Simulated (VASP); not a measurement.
Here is a VASP 6.6.1 calculation.

File INCAR:

```
SYSTEM = CaF2
ALGO = Fast
EDIFF = 1E-6
ENCUT = 520
GGA = PE
ISIF = 2
ISMEAR = 1
LASPH = .True.
LCHARG = .False.
LREAL = .False.
LWAVE = .False.
NBANDS = 19
NELM = 100
PREC = Accurate
SIGMA = 0.15
```

Contents of KPOINTS:

```
k-points
0
Gamma
  6 6 6
  0 0 0
```

Contents of POSCAR:

```
CaF2
1.0
    0.0000000000      2.7312500000      2.7312500000
    2.7312500000      0.0000000000      2.7312500000
    2.7312500000      2.7312500000      0.0000000000
Ca F
1 2
Direct
    0.0000000000      0.0000000000      0.0000000000
    0.2500000000      0.2500000000      0.2500000000
    0.7500000000      0.7500000000      0.7500000000
```

Potentials or basis: VASP PAW PBE potentials, release 64 (Ca_sv, F).

Run with:

```bash
$ cat potpaw_PBE.64/Ca_sv/POTCAR potpaw_PBE.64/F/POTCAR > POTCAR
$ mpirun -np 1 vasp_std > vasp.out
```

(1) Predict the band gap on the k mesh.

(2) Predict the pressure.

Answers

(1) 7.28 eV, indirect (least direct gap 7.53 eV).

(2) 2.4 GPa.
